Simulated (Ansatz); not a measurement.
This log comes from Ansatz, run on MgTe (F-43m) from a database of computed structures. Cell and atoms come from a relaxation with r2SCAN.

The cell given to it:
```xyz
2
Lattice="0.0000 3.2331 3.2331 3.2331 0.0000 3.2331 3.2331 3.2331 0.0000" Properties=species:S:1:pos:R:3 pbc="T T T"
Mg    0.0000    0.0000    0.0000
Te    4.8497    4.8497    4.8497
```

The log, with set-up remarks and timings taken out:
```
Pseudopotential: Mg, paw, valence charge 10, recommended cutoff 420 eV (normal)
Pseudopotential: Te, paw, valence charge 16, recommended cutoff 420 eV (normal)
Functional definition: PBE
Crystal: 2 atoms, lattice volume = 67.592 Å³
Basis set: ecut = 420 eV, 1363 PW (Γ)
Bands: 17, of which v1, the nominal top of the filled ones, is band 13 counted from 1 (12 counted from 0)
Symmetry: 24 space group operations
Space group: F-43m (ITA 216)
k-points: 16 of 216 (time reversal used)
SCF converged after 6 iterations
Free energy (F): -8905.519182 eV
Fermi energy:    4.290926 eV
--- G₀W₀: contour deformation, 6 samples at zero and on the imaginary axis and 2 off it, 216 q-points, 109 empty bands' worth ---
    ik  band        ε_KS         Σx   Σc(E_QP)       V_xc       Z   E_QP_lin       E_QP  E_QP is
     0    12      4.2909   -15.6800     1.4488   -13.4643  0.7714     3.5150     3.5240  root
     0    13      4.2909   -15.6800     1.4488   -13.4643  0.7714     3.5150     3.5240  root
     0    14      6.7065    -6.9645    -3.3234   -10.6704  0.8011     7.0907     7.0890  root
     0    15      9.7616    -5.2156    -3.8739    -9.4866  0.7752    10.1616    10.1587  root
     1    12      4.1735   -15.6097     1.4864   -13.3432  0.7700     3.3839     3.3935  root
     1    13      4.1735   -15.6097     1.4864   -13.3432  0.7700     3.3839     3.3935  root
     1    14      7.5862    -7.1470    -3.4258   -10.9796  0.7939     7.9951     7.9930  root
     1    15      9.7988    -5.6659    -3.8548    -9.9014  0.7749    10.1823    10.1795  root
     2    12      3.9677   -15.5348     1.5630   -13.1688  0.7674     3.1539     3.1646  root
     2    13      3.9677   -15.5348     1.5630   -13.1688  0.7674     3.1539     3.1646  root
     2    14      7.6537    -6.1704    -3.4711   -10.0247  0.7939     8.0388     8.0368  root
     2    15      9.9974    -4.7206    -3.9027    -8.9797  0.7743    10.3562    10.3537  root
     3    12      3.8761   -15.5159     1.5985   -13.1042  0.7663     3.0518     3.0630  root
     3    13      3.8761   -15.5159     1.5985   -13.1042  0.7663     3.0518     3.0630  root
     3    14      7.5095    -6.0630    -3.4311    -9.8657  0.7951     7.8829     7.8811  root
     3    15      9.8238    -4.5488    -3.8329    -8.7170  0.7779    10.1612    10.1590  root
     4    12      3.9265   -15.3705     1.5585   -13.0043  0.7673     3.1080     3.1189  root
     4    13      3.9265   -15.3705     1.5585   -13.0043  0.7673     3.1080     3.1189  root
     4    14      8.0735    -7.5764    -3.4849   -11.4901  0.7895     8.5049     8.5023  root
     4    15      8.9149    -4.9869    -3.6855    -9.0027  0.7845     9.2470     9.2452  root
     6    12      3.2017   -14.8390     1.7617   -12.2178  0.7584     2.3278     2.3422  root
     6    13      3.6523   -15.3185     1.6674   -12.8141  0.7636     2.8030     2.8154  root
     6    14      8.1767    -5.7866    -3.5305    -9.6698  0.7902     8.5311     8.5293  root
     6    15      9.4654    -5.0180    -3.7546    -9.0815  0.7804     9.7761     9.7744  root
     7    12      3.0831   -14.7594     1.8143   -12.0718  0.7565     2.1946     2.2100  root
     7    13      3.8583   -15.4721     1.5976   -13.0601  0.7661     3.0327     3.0440  root
     7    14      8.3813    -6.1535    -3.6201   -10.1825  0.7874     8.7926     8.7901  root
     7    15      9.5781    -4.6826    -3.7504    -8.7008  0.7805     9.8472     9.8458  root
     8    12      3.4800   -14.9521     1.6825   -12.4235  0.7620     2.6207     2.6338  root
     8    13      4.1310   -15.6511     1.5064   -13.3607  0.7693     3.3372     3.3470  root
     8    14      8.4138    -7.0446    -3.6718   -11.1888  0.7855     8.8897     8.8863  root
     8    15      9.5660    -5.3959    -3.7640    -9.4853  0.7790     9.8934     9.8914  root
     9    12      3.3562   -15.1084     1.7735   -12.4668  0.7597     2.4739     2.4882  root
     9    13      3.3562   -15.1084     1.7735   -12.4668  0.7597     2.4739     2.4882  root
     9    14      7.7156    -4.3138    -3.3821    -7.8704  0.7960     7.8905     7.8901  root
     9    15      8.1933    -5.5249    -3.4849    -9.3558  0.7912     8.5410     8.5393  root
  […]
```

The points are ik 0 = (0, 0, 0) (Γ), ik 1 = (0, 0, 1/6), ik 2 = (0, 0, 1/3), ik 3 = (0, 0, -1/2), ik 4 = (0, 1/6, 1/6), ik 6 = (0, 1/6, -1/2), ik 7 = (0, 1/6, -1/3), ik 8 = (0, 1/6, -1/6), ik 9 = (0, 1/3, 1/3), ik 10 = (0, 1/3, -1/2), ik 12 = (0, -1/2, -1/2); band 13 is the last filled one.

**Question.** Which of these blocks stood in the input: relax, gw, phonons, dielectric, magnetization (spin_orbit)?

**Answer.** gw. The quasiparticle table needs the gw block.

**Question.** Which k mesh was typed?

**Answer.** 6×6×6, Γ-centred.

**Question.** How were the bands filled?

**Answer.** Fixed occupations.

Command: `ansatz run input.yaml --threads 4 --pin off --max-ram 5529MiB --backend cpu --events-out ev --progress --plain --runs-dir out`. It took 44 s on 4 threads of Arm Neoverse V1 (shared host); peak host memory 0.52 GiB.

(Simulation; spin polarisation is off.)
